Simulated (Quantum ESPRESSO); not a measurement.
# TaN (Fm-3m) in Quantum ESPRESSO: equation of state, part 2 of 2

Quantum ESPRESSO 7.5. Earlier steps stand in the parts before.

**7. Single point, PBE, 11.25 Å³/atom**

The input, pw.in:

```
&CONTROL
  calculation = 'scf'
  prefix = 'pwscf'
  outdir = './tmp'
  pseudo_dir = './pseudo'
  tprnfor = .true.
  tstress = .true.
  disk_io = 'nowf'
/
&SYSTEM
  ibrav = 0
  nat = 2
  ntyp = 2
  ecutwfc = 60
  ecutrho = 480
  nbnd = 15
  occupations = 'smearing'
  smearing = 'fd'
  degauss = 0.00367493
/
&ELECTRONS
  conv_thr = 4d-10
  electron_maxstep = 120
  mixing_beta = 0.5
/
ATOMIC_SPECIES
Ta   180.9479 Ta_pbe_v1.uspp.F.UPF
N     14.0070 N.pbe-n-radius_5.UPF
CELL_PARAMETERS angstrom
   0.0000000000    2.2404226923    2.2404226923
   2.2404226923    0.0000000000    2.2404226923
   2.2404226923    2.2404226923    0.0000000000
ATOMIC_POSITIONS crystal
Ta     0.5000000000    0.5000000000    0.5000000000
N      0.0000000000    0.0000000000    0.0000000000
K_POINTS automatic
10 10 10 0 0 0
```

Potentials or basis: SSSP 1.3 efficiency PBE.

Started as:

```sh
$ OMP_NUM_THREADS=1 pw.x -in pw.in > pw.out
```

pw.out:

```text
This program is part of the open-source Quantum ESPRESSO suite
     for quantum simulation of materials; please cite
[... 9 lines left out ...]
     --------------------
     sticks:   dense  smooth     PW     G-vecs:    dense   smooth      PW
     Sum        1177     595    187                26813     9505    1687

     Using Slab Decomposition

     bravais-lattice index     =            0
     lattice parameter (alat)  =       5.9875  a.u.
     unit-cell volume          =     151.7807 (a.u.)^3
     number of atoms/cell      =            2
     number of atomic types    =            2
     number of electrons       =        18.00
     number of Kohn-Sham states=           15
     kinetic-energy cutoff     =      60.0000  Ry
     charge density cutoff     =     480.0000  Ry
     scf convergence threshold =      4.0E-10
     mixing beta               =       0.5000
     number of iterations used =            8  plain     mixing
     Exchange-correlation= PBE
                           (   1   4   3   4   0   0   0)

     celldm(1)=   5.987477  celldm(2)=   0.000000  celldm(3)=   0.000000
     celldm(4)=   0.000000  celldm(5)=   0.000000  celldm(6)=   0.000000

     crystal axes: (cart. coord. in units of alat)
               a(1) = (   0.000000   0.707107   0.707107 )
               a(2) = (   0.707107   0.000000   0.707107 )
               a(3) = (   0.707107   0.707107   0.000000 )

     reciprocal axes: (cart. coord. in units 2 pi/alat)
               b(1) = ( -0.707107  0.707107  0.707107 )
               b(2) = (  0.707107 -0.707107  0.707107 )
               b(3) = (  0.707107  0.707107 -0.707107 )

     PseudoPot. # 1 for Ta read from file:
     Ta_pbe_v1.uspp.F.UPF
     Pseudo is Ultrasoft + core correction, Zval = 13.0
     Generated by new atomic code, or converted to UPF format
     Using radial grid of  921 points,  7 beta functions with:
                l(1) =   0
                l(2) =   0
                l(3) =   1
                l(4) =   1
                l(5) =   2
                l(6) =   2
                l(7) =   3
     Q(r) pseudized with  6 coefficients,  rinner =    1.300   1.300   1.300
                                                       1.300   1.300   1.300
                                                       1.300

     PseudoPot. # 2 for N  read from file:
     N.pbe-n-radius_5.UPF
     Pseudo is Ultrasoft + core correction, Zval =  5.0
     Generated using "atomic" code by A. Dal Corso  v.5.1
     Using radial grid of 1085 points,  4 beta functions with:
                l(1) =   0
                l(2) =   0
                l(3) =   1
                l(4) =   1
     Q(r) pseudized with 0 coefficients

     atomic species   valence    mass     pseudopotential
     Ta               13.00   180.94790     Ta( 1.00)
     N                 5.00    14.00700     N ( 1.00)

     48 Sym. Ops., with inversion, found

   Cartesian axes

     site n.     atom                  positions (alat units)
         1        Ta     tau(   1) = (   0.7071068   0.7071068   0.7071068  )
         2        N      tau(   2) = (   0.0000000   0.0000000   0.0000000  )

     number of k points=    47  Fermi-Dirac smearing, width (Ry)=  0.0037
                       cart. coord. in units 2pi/alat
        k(    1) = (   0.0000000   0.0000000   0.0000000), wk =   0.0020000
        k(    2) = (   0.0707107   0.0707107  -0.0707107), wk =   0.0160000
        k(    3) = (   0.1414214   0.1414214  -0.1414214), wk =   0.0160000
        k(    4) = (   0.2121320   0.2121320  -0.2121320), wk =   0.0160000
        k(    5) = (   0.2828427   0.2828427  -0.2828427), wk =   0.0160000
        k(    6) = (  -0.3535534  -0.3535534   0.3535534), wk =   0.0080000
[... 39 lines left out ...]
        k(   46) = (  -0.0707107  -0.3535534   0.6363961), wk =   0.0480000
        k(   47) = (  -0.7071068   0.2828427   0.0000000), wk =   0.0240000

     Dense  grid:    26813 G-vectors     FFT dimensions: (  45,  45,  45)

     Smooth grid:     9505 G-vectors     FFT dimensions: (  30,  30,  30)

     Initial potential from superposition of free atoms

     starting charge      17.9989, renormalised to      18.0000

     negative rho (up, down):  9.370E-02 0.000E+00
     Starting wfcs are   17 randomized atomic wfcs

     Self-consistent Calculation

     iteration #  1     ecut=    60.00 Ry     beta= 0.50
     Davidson diagonalization with overlap
     ethr =  1.00E-02,  avg # of iterations =  2.9

     negative rho (up, down):  9.598E-02 0.000E+00

     total energy              =    -162.00504197 Ry
     estimated scf accuracy    <       0.49163523 Ry

     iteration #  2     ecut=    60.00 Ry     beta= 0.50
     Davidson diagonalization with overlap
     ethr =  2.73E-03,  avg # of iterations =  2.1

     negative rho (up, down):  9.703E-02 0.000E+00

     total energy              =    -162.14539842 Ry
     estimated scf accuracy    <       0.27787895 Ry
[... 64 lines left out ...]
     iteration # 10     ecut=    60.00 Ry     beta= 0.50
     Davidson diagonalization with overlap
     ethr =  2.40E-11,  avg # of iterations =  2.4

     negative rho (up, down):  9.909E-02 0.000E+00

     total energy              =    -162.19645867 Ry
     estimated scf accuracy    <          1.9E-09 Ry

     iteration # 11     ecut=    60.00 Ry     beta= 0.50
     Davidson diagonalization with overlap
     ethr =  1.08E-11,  avg # of iterations =  2.0

     negative rho (up, down):  9.909E-02 0.000E+00

     End of self-consistent calculation

          k = 0.0000 0.0000 0.0000 (  1243 PWs)   bands (ev):

   -49.2310 -15.4601 -15.4601 -15.4601   2.0242  16.7353  16.7353  16.7353
    18.4593  18.4593  18.4593  20.4701  20.4701  21.4622  29.5627

          k = 0.0707 0.0707-0.0707 (  1209 PWs)   bands (ev):

   -49.2269 -15.5296 -15.4667 -15.4667   2.2370  15.6725  16.0503  16.0503
    18.7910  18.7910  18.8384  21.3150  21.3150  22.1786  30.2354

          k = 0.1414 0.1414-0.1414 (  1209 PWs)   bands (ev):

   -49.2164 -15.7075 -15.4840 -15.4840   2.8196  13.9079  14.9400  14.9400
    19.3294  19.5476  19.5476  23.0669  23.0669  23.6385  31.7538

          k = 0.2121 0.2121-0.2121 (  1188 PWs)   bands (ev):

   -49.2033 -15.9194 -15.5053 -15.5053   3.6170  12.2443  14.0187  14.0187
    20.0930  20.6006  20.6006  24.8416  24.9781  24.9781  31.9930
[... 118 lines left out ...]
   -49.1801 -16.0003 -15.6693 -15.6693   3.3239  13.2799  15.5414  15.8151
    15.8151  22.1447  23.4744  23.4744  23.9422  27.6197  29.6015

          k =-0.0707-0.6364 0.6364 (  1192 PWs)   bands (ev):

   -49.1761 -16.0221 -15.7138 -15.6759   3.3680  13.6662  14.6524  15.5457
    16.5754  22.8548  23.4375  23.4840  24.5238  26.9848  29.2495

          k = 0.0000-0.5657 0.5657 (  1182 PWs)   bands (ev):

   -49.1752 -15.9825 -15.7992 -15.6537   3.6046  13.5609  13.8096  14.8643
    17.6418  22.9885  23.0684  24.2523  24.6366  27.5107  29.7754

          k =-0.7071 0.0000 0.0000 (  1162 PWs)   bands (ev):

   -49.1747 -16.0481 -15.6912 -15.6912   3.2442  13.8925  15.3223  15.9033
    15.9033  22.3606  23.6546  23.6546  24.3822  26.6042  28.8844

          k = 0.2828 0.1414 0.0000 (  1194 PWs)   bands (ev):

   -49.2080 -15.7656 -15.5671 -15.5050   3.1522  12.9096  14.7373  15.0950
    18.2499  20.8083  21.1634  21.6744  23.5290  26.2170  32.9345

          k = 0.3536 0.2121-0.0707 (  1193 PWs)   bands (ev):

   -49.1966 -15.9107 -15.6178 -15.5268   3.7086  12.1121  13.9484  14.4450
    18.8861  21.4039  22.1583  22.8671  24.9996  27.2929  31.8699

          k =-0.2828-0.4243 0.5657 (  1186 PWs)   bands (ev):

   -49.1874 -16.0309 -15.6433 -15.5538   4.1876  11.4987  13.5242  13.8869
    19.8295  22.0987  22.2830  24.3877  26.1439  27.7503  30.4448

          k =-0.2121-0.3536 0.4950 (  1188 PWs)   bands (ev):

   -49.1839 -16.0769 -15.6498 -15.5666   4.3801  11.2562  13.5022  13.5754
    20.8614  21.3526  22.5936  25.2362  26.6654  27.6523  30.1234
[... 28 lines left out ...]
   -49.1796 -15.9880 -15.7030 -15.6640   3.5174  13.1460  14.5788  14.8500
    17.2838  22.7710  23.1172  23.4305  24.7165  27.7072  29.6868

          k =-0.0707-0.4950 0.6364 (  1187 PWs)   bands (ev):

   -49.1761 -15.9729 -15.7810 -15.6694   3.6793  13.3214  13.9006  14.4557
    18.1980  22.2567  23.4681  23.8618  24.9880  28.0210  29.9721

          k =-0.0000-0.4243 0.5657 (  1181 PWs)   bands (ev):

   -49.1766 -15.8972 -15.8855 -15.6382   3.9105  12.6734  13.7910  14.0869
    19.4224  21.3666  23.1570  24.2164  25.3985  29.2168  30.9048

          k =-0.7071 0.1414 0.0000 (  1182 PWs)   bands (ev):

   -49.1747 -16.0148 -15.7260 -15.6975   3.4276  13.8465  14.5179  14.8451
    17.2173  22.9782  23.1194  23.6584  24.7283  27.0769  29.3937

          k =-0.1414-0.4243 0.7071 (  1197 PWs)   bands (ev):

   -49.1782 -15.9504 -15.7905 -15.6495   3.8745  12.6799  13.9368  13.9882
    19.2729  21.4775  23.3111  23.6241  25.6896  28.9091  30.2580

          k =-0.0707-0.3536 0.6364 (  1190 PWs)   bands (ev):

   -49.1761 -15.9185 -15.8400 -15.6720   3.8928  12.8334  13.8112  13.9653
    20.2551  20.3251  23.4754  24.2516  24.9275  29.6157  30.8135

          k =-0.7071 0.2828 0.0000 (  1188 PWs)   bands (ev):

   -49.1747 -15.9268 -15.8165 -15.7077   3.7543  13.5043  13.8045  13.9695
    19.1771  21.2709  23.6645  23.8584  24.6627  29.0662  30.7737

     the Fermi energy is    20.4334 ev

!    total energy              =    -162.19645867 Ry
     estimated scf accuracy    <          5.1E-11 Ry
     smearing contrib. (-TS)   =      -0.00044678 Ry
     internal energy E=F+TS    =    -162.19601188 Ry

     The total energy is F=E-TS. E is the sum of the following terms:
     one-electron contribution =      -7.97907250 Ry
     hartree contribution      =      15.30511003 Ry
     xc contribution           =     -47.74821745 Ry
     ewald contribution        =    -121.77383196 Ry

     convergence has been achieved in  11 iterations

     negative rho (up, down):  9.909E-02 0.000E+00

     Forces acting on atoms (cartesian axes, Ry/au):

     atom    1 type  1   force =    -0.00000000    0.00000000    0.00000000
     atom    2 type  2   force =     0.00000000   -0.00000000   -0.00000000

     Total force =     0.000000     Total SCF correction =     0.000000

     Computing stress (Cartesian axis) and pressure

     negative rho (up, down):  9.909E-02 0.000E+00
          total   stress  (Ry/bohr**3)                   (kbar)     P=     -134.70
  -0.00091567  -0.00000000  -0.00000000         -134.70       -0.00       -0.00
  -0.00000000  -0.00091567  -0.00000000           -0.00     -134.70       -0.00
  -0.00000000  -0.00000000  -0.00091567           -0.00       -0.00     -134.70

=------------------------------------------------------------------------------=
   JOB DONE.
=------------------------------------------------------------------------------=
```

It took 12 s on 1 thread of Intel Xeon 6975P-C (Granite Rapids), shared host; peak memory 0.22 GiB.

What came out:

| Item | Value |
| --- | --- |
| Free energy | -2206.7952 eV |
| Pressure | -13.5 GPa |
| Band gap on the k mesh | none (metal or under the smearing width) |

**8. Single point, PBE, 11.46 Å³/atom**

pw.in, as its differences from that of step 7:

```diff
@@ -29,5 +29,5 @@
 CELL_PARAMETERS angstrom
-   0.0000000000    2.2404226923    2.2404226923
-   2.2404226923    0.0000000000    2.2404226923
-   2.2404226923    2.2404226923    0.0000000000
+   0.0000000000    2.2546932853    2.2546932853
+   2.2546932853    0.0000000000    2.2546932853
+   2.2546932853    2.2546932853    0.0000000000
 ATOMIC_POSITIONS crystal
```

Started as:

```sh
$ OMP_NUM_THREADS=1 pw.x -in pw.in > pw.out
```

Run time: 12 s. Hardware: 1 thread of Intel Xeon 6975P-C (Granite Rapids), shared host; peak memory 0.23 GiB.

It converged, with:

```
Free energy            : -2206.7528 eV
Pressure               : -18.4 GPa
Band gap on the k mesh : none (metal or under the smearing width)
```

**9. Equation of state, PBE**

Potentials or basis: SSSP 1.3 efficiency PBE.

This step only gathers the single runs of the series.

What came out:

```yaml
Equilibrium_volume: 10.76 Å³/atom
Bulk_modulus: 331 GPa
Pressure_derivative_of_the_bulk_modulus: 4.5
```

Energy against volume, from the lowest point:
```
volume (Å³/atom)  energy (meV/atom)
          10.164              37.65
          10.381              14.58
          10.597               2.40
          10.813               0.00
          11.030               6.36
          11.246              20.57
          11.462              41.79
```

Spin-orbit coupling is left out, which matters for the levels of Ta.
